# How far can the start of a slip path forecast its top?

Sliding one half of a molybdenum crystal rigidly over the other costs joules per square metre and takes tens of gigapascals. On the path below, a slide of about 1.5 Å already costs some 2 J/m², or roughly 0.9 eV for each atom in the cut plane. At half the slip vector, atoms face each other directly across the cut. The practical question is whether the first two thirds of the way there fix the rest.

Rigid slip of bcc Mo (a = 3.142 Å, not relaxed at this level) along a[01-1] on a (011) plane, with four layers and one fault per cell and no relaxation. Ansatz 0.2.0, plane-wave PAW, PBE, scalar-relativistic, no spin polarisation; cutoff 420 eV, Gamma-centred 18×18×6 k mesh, Gaussian smearing of 0.15 eV. Fault energies are free energies relative to the undisturbed cell.

```
slip (fraction of the slip vector)  fault energy (mJ/m²)  shear traction (GPa (slope of the fault energy along the slip))
                                 0                     0                                                             0.00
                            0.0833                   444                                                            21.15
                            0.1667                  1177                                                            13.23
                              0.25                  1466                                                             7.65
                            0.3333                  2053                                                            24.52
                            0.4167                     ?                                                                ?
                               0.5                     ?                                                                ?
```

Slip is the fraction of the vector a[01-1], 4.44 Å long, travelled on a (011) plane. Fault energy is the cost per area relative to the undisturbed crystal, and shear traction is its slope along the path. Only the undisturbed crystal has the full bcc symmetry, space group Im-3m.

## Why the climb is uneven

At the start, an atom at the cut has two nearest neighbours on the other side at 2.72 Å. Two more sit at 3.14 Å, one ahead and one behind. The slide carries the atom towards the one ahead, until that contact is only 2.22 Å long and stands upright on the plane. Meanwhile the original pair recedes to 3.51 Å.

The energy rises at every known step, but the traction falls to 7.65 GPa at slip 0.25 and then climbs steeply. The lowest point probably lies a little earlier: the mean slope from slip 0.1667 to 0.25 is only 7.8 GPa, and a parabola through that step gives about 6.5 GPa midway. This is a shoulder, not a stable fault, because the crystal still resists the slide there. The closest contacts alone do not explain it. At slip 0.1667 the fault already costs 1177 mJ/m², although the approaching atom is at 2.67 Å and the receding pair at 2.82 Å, both close to the normal 2.72 Å. The second neighbour left behind, however, has by then moved out to about 3.7 Å, and losing that bond is expected to be part of the early cost. At slip 0.25, where the traction is still low, the new contact is already squeezed to 2.48 Å.

A plausible reading starts from molybdenum's d band, which is about half full and favours bcc surroundings. The slide would spoil that bonding early, the loss would then level off or partly reverse as the new contact begins to bond, and crowding at the short contact would take over later. The calculation does not split the energy, so this remains a suggestion. Whether a cell thicker than four layers would keep the shoulder as sharp was not tested. The inner layers still feel forces of up to about 0.46 eV/Å normal to the cut, so neighbouring faults are not fully isolated.

The same geometry helps with a neighbouring case. Ordinary bcc slip along ½⟨111⟩ in this plane carries atoms between their neighbours, not straight over one, so its rigid barrier should be lower.

## A forecast from symmetry

The full slip vector restores the crystal, and a mirror makes forward and backward slides equivalent. The traction T at slip s must therefore be a sum of sine waves that vanishes at slips 0 and 0.5. I keep four waves, with amplitudes B₁ to B₄, which the four non-zero known tractions fix exactly:

T(s) = B₁ sin 2πs + B₂ sin 4πs + B₃ sin 6πs + B₄ sin 8πs

Adding up the traction along the path gives the energy. The known energies were not used to set the waves, so they test them. The largest miss is 25 mJ/m², at slip 0.0833, or 6 % of the energy there. That shows that slopes and energies agree; it does not identify a cause.

The energy at slip 0.5 can be worked out by hand, because waves 2 and 4 cancel there:

- Tractions at slips 0.1667 and 0.3333 give B₁ = (13.23 + 24.52)/√3 = 21.8 GPa.
- The traction at 0.25 gives B₃ = 21.8 − 7.65 = 14.1 GPa.
- With L = 4.44 Å for the slip vector, the energy is (L/π)(B₁ + B₃/3) = 1.414 Å × 26.5 GPa. Since 1 GPa·Å is 100 mJ/m², this is about 3750 mJ/m².

The forecasts are:

- **Slip 0.4167:** energy 3140 ± 200 mJ/m²; traction 29 ± 4 GPa, above that at 0.3333.
- **Slip 0.5:** energy 3750 ± 400 mJ/m², the highest of the path; traction zero by symmetry, within 0.5 GPa for numerical noise.

The error bars are judgements, wider than the change from four waves to three. The main alternative is the Frenkel picture, in which the energy follows a single cosine wave. Fitted by least squares to the five known energies, it gives clearly lower values, 2755 and 2953 mJ/m². It also misses the known energy at slip 0.1667 by 439 mJ/m², more than a third of that energy.

The withheld rows as computed:

```
slip (fraction of the slip vector)  fault energy (mJ/m²)  shear traction (GPa (slope of the fault energy along the slip))
                            0.4167                  3043                                                            24.02
                               0.5                  3521                                                             0.00
```

## Good energies, a missed traction

Both energies fall within their ranges. The forecasts are too high by 3 % of the computed value at slip 0.4167 and by 6 % at 0.5, where the energy is indeed the highest of the path. The single wave is too low by 9 % and 16 %. The traction vanishes at 0.5, as symmetry demands.

The traction at slip 0.4167 is a miss. The forecast is about 5 GPa too high, a fifth of the computed value, and the result lies below the stated range. The predicted order is wrong too: the traction is slightly lower than at 0.3333, not higher.

The rows at slips 0.3333 and 0.4167 show where the peak lies. Between them the energy rises by 990 mJ/m² over 0.37 Å, a mean slope of 26.7 GPa. That is steeper than the traction at either end, so the traction must peak between the rows and is already falling at 0.4167. The four waves also peak within this step, but higher and a little later than a smooth curve through the computed step. They put too much traction late in the path, and the surplus adds up to the energy error at the top.

The energy came out better mainly because more than half of it had already built up by slip 0.3333, where the four waves are tied to known tractions. The rise from there to the top is forecast 16 % too high. Summing the traction also helps: the contribution of the nth wave to the energy is divided by n, so fine structure shows more strongly in the traction than in the energy. Four tractions cannot fix a fifth wave, and a small one is enough. At the four known slips it is absorbed by the lower waves (the hand formula for B₁ really gives B₁ − B₅), but at slip 0.4167 leaving it out costs six times its amplitude. The miss of 4.9 GPa thus corresponds to a fifth wave of only about 0.8 GPa, and including it would take about 216 mJ/m² off the forecast for the top, most of the error there. Why the crystal puts it there is not settled by these data.

## What to do with such a scan

Where symmetry fixes a point of zero traction, as the mirror does at slip 0.5, calculate that stacking directly; on paths without such symmetry the top has to be searched for. The on-top stacking is expected to be a peak of the fault surface rather than a pass, so a real crystal would slip around it. A forecast from the early rows is a useful check, but on this path it still missed the top by more than 200 mJ/m².

For the peak shear stress, do not take the largest printed traction. Compare the mean slope of each step with the tractions at its ends: a mean above both proves that a peak lies between. Here a parabola through the step puts the peak near (6 × 26.7 − 24.5 − 24.0)/4 ≈ 28 GPa, an estimate that one more point at slip 0.375 would test.

Both numbers belong to a rigid slide. The layers were held at their original spacing, and letting them move apart would relieve the short contact and lower the energy. The starting crystal was not relaxed at this level either: it is under a pressure of about 4.8 GPa, which rises to about 12 GPa in the on-top stacking. For a better barrier, start from a relaxed crystal, test a thicker cell, and let the atoms and the layer spacing relax only at right angles to the cut. Except in the exact on-top stacking, where symmetry balances the forces along the cut, atoms free to move that way would tend to undo the slide, because this path shows no stable fault to hold them.
